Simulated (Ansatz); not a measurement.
# CdSe2: the cost of one run

Program: Ansatz 0.2.0. Level of theory: DFT PBE, scalar-relativistic, plane waves, PAW. These are calculated values, not measurements.

1 further run of the same task is left out (it didn't finish).

## Step 1: Starting point

The structure is tetragonal, space group I4_1/amd (No. 141). The conventional cell has a = 4.464 Å, b = 4.464 Å, c = 15.521 Å, α = 90.00°, β = 90.00°, γ = 90.00°. Cd (site symmetry -4m2) has 12 Se at 3.41 Å as nearest neighbours. Around Se (site symmetry 2mm) lie 3 Se at 2.58 to 2.59 Å and 6 Cd at 3.41 Å.

As a file:

```
CELL_PARAMETERS angstrom
-2.23195 2.23195 7.76044
2.23195 -2.23195 7.76044
2.23195 2.23195 -7.76044
ATOMIC_POSITIONS crystal
Cd 0.00000 0.00000 0.00000
Cd 0.75000 0.25000 0.50000
Se 0.41650 0.41650 0.00000
Se 0.16650 0.66650 0.50000
Se 0.33350 0.83350 0.50000
Se 0.58350 0.58350 0.00000
```

(A quick probe on a coarse mesh, which set the mesh and smearing, is not shown.)

## Step 3: Relaxing cell and atoms

The input, input.yaml:

```yaml
crystal:
  lattice:
    - [-2.2319503162, 2.2319503162, 7.7604360727]
    - [2.2319503162, -2.2319503162, 7.7604360727]
    - [2.2319503162, 2.2319503162, -7.7604360727]
  atoms:
    - { symbol: Cd, position: [0.0, 0.0, 0.0] }
    - { symbol: Cd, position: [0.75, 0.25, 0.5] }
    - { symbol: Se, position: [0.4165, 0.4165, 0.0] }
    - { symbol: Se, position: [0.1665, 0.6665, 0.5] }
    - { symbol: Se, position: [0.3335, 0.8335, 0.5] }
    - { symbol: Se, position: [0.5835, 0.5835, 0.0] }
basis:
  ecutwfc: 420
kpoints:
  mp_grid: { grid: [12, 12, 12] }
hamiltonian:
  xc: pbe
scf:
  occupations: { method: gaussian, width: 0.1 }
output:
  forces: true
  stress: true
  eigenvalues: true
relax:
  adjacent_minimum: "off"
  f_tol: 0.01
  max_steps: 80
  cell: { stress_tol: 0.05 }
```

Started as:

```sh
ansatz run input.yaml --threads 1 --pin off --max-ram 2560MiB --backend cpu --events-out ev --progress --plain --runs-dir out
```

Q: Estimate wall time and peak memory on 1 thread of Intel Xeon 6975P-C (Granite Rapids), shared host.

About 14 min, with a peak of 1.2 GiB.
